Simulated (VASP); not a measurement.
I: relaxation of cell and atoms with PBE

Crystal: I.

```xyz
4
Lattice="3.6350 -2.3950 0.0000 3.6350 2.3950 0.0000 0.0000 0.0000 9.7934" Properties=species:S:1:pos:R:3 pbc="T T T"
I     3.6350   -1.6799    8.6613
I     3.6350    0.7152    6.0288
I     3.6350    1.6799    1.1321
I     3.6350   -0.7152    3.7646
```

| Quantity | Value |
| --- | --- |
| Program | VASP 6.6.1 |
| Task | relaxation of cell and atoms |
| Functional | PBE |
| Potentials or basis | VASP PAW PBE potentials, release 64 (I) |
| Cutoff | 600 eV |
| k mesh | 8 × 8 × 4 |
| Occupations | gaussian, width 0.03 eV |
| Spin | no spin polarisation |
| Further INCAR settings | ALGO = Normal; EDIFF = 1e-06; IBRION = 2; EDIFFG = -0.01; NSW = 90; ISIF = 3 |

- Relaxed volume: 51.29 Å³/atom
- Relaxed cell: a = 5.082 Å, b = 5.082 Å, c = 9.792 Å, α = 90.00°, β = 90.00°, γ = 54.21°
- Space group after relaxing (to 0.05 Å): Cmce (No. 64)
- Energy gained by relaxing: 50.9 meV/atom
- Ionic steps: 16
- Pressure after relaxing: 0.0 GPa
- Largest force after relaxing: 0.009 eV/Å
- Band gap on the k mesh: 1.05 eV, indirect (least direct gap 1.11 eV)

Forces in eV/Å, atoms in the order of the input:
```
I    0.000 -0.005  0.008
I    0.000 -0.005 -0.008
I    0.000  0.005 -0.008
I    0.000  0.005  0.008
```

Step by step:
```
step  energy change (eV)  largest force (eV/Å)  pressure (GPa)  volume (Å³)
   1              0.0000                0.8437            1.74       170.52
   2             -0.0409                0.2823           -1.04       182.21
   3             -0.0759                0.1372           -0.05       177.15
   4             -0.1047                0.1176           -0.03       178.24
   5             -0.1601                0.0610            0.20       181.27
   6             -0.0979                0.3670            1.38       186.21
   7             -0.1686                0.0889            0.42       182.63
   8             -0.1747                0.1941           -0.28       189.20
   9             -0.1761                0.1372           -0.08       187.14
  10             -0.1873                0.1051           -0.09       191.06
  11             -0.2015                0.0220           -0.06       200.72
  12             -0.2030                0.0127           -0.04       204.36
  13             -0.2031                0.0233           -0.03       205.55
  14             -0.2034                0.0180            0.05       204.98
  15             -0.2034                0.0181            0.04       205.05
  16             -0.2035                0.0091            0.00       205.17
```

Final structure:
```
I
1.0
     4.52392   -2.31569    0.00000
     4.52392    2.31569    0.00000
     0.00000    0.00000    9.79247
I
4
Direct
  0.83997 0.16003 0.87801
  0.33997 0.66003 0.62199
  0.16003 0.83997 0.12199
  0.66003 0.33997 0.37801
```

Levels at points of the mesh, in eV from the valence-band top:
| k point | band 12 | band 13 | band 14 | band 15 | band 16 | band 17 |
| --- | --- | --- | --- | --- | --- | --- |
| (0.00, 0.00, 0.00) | -0.78 | -0.59 | 0.00 | 1.11 | 1.86 | 4.63 |
| (0.50, 0.00, 0.00) | -1.41 | -0.71 | -0.71 | 2.16 | 2.16 | 5.50 |
| (0.50, 0.50, 0.00) | -1.33 | -0.63 | -0.13 | 1.09 | 1.79 | 5.20 |
| (0.00, 0.00, 0.50) | -0.89 | -0.31 | -0.31 | 1.29 | 1.29 | 5.08 |
| (0.50, 0.00, 0.50) | -0.73 | 0.00 | 0.00 | 1.41 | 1.41 | 5.85 |
| (0.50, 0.50, 0.50) | -0.95 | -0.67 | -0.67 | 1.26 | 1.26 | 6.15 |

Wall time 20 min on 1 thread of Intel(R) Xeon(R) Platinum 8488C (Sapphire Rapids) (shared host), peak memory 0.44 GiB.

Caveat: the volume moved by over 15 % at a fixed basis, so the end points are rough; spin-orbit coupling is left out, which moves the levels of the heavy elements; the volume moved by +20 % from the deposited cell, more than functionals usually miss. PBE usually gives volumes a little too large and moduli too small.
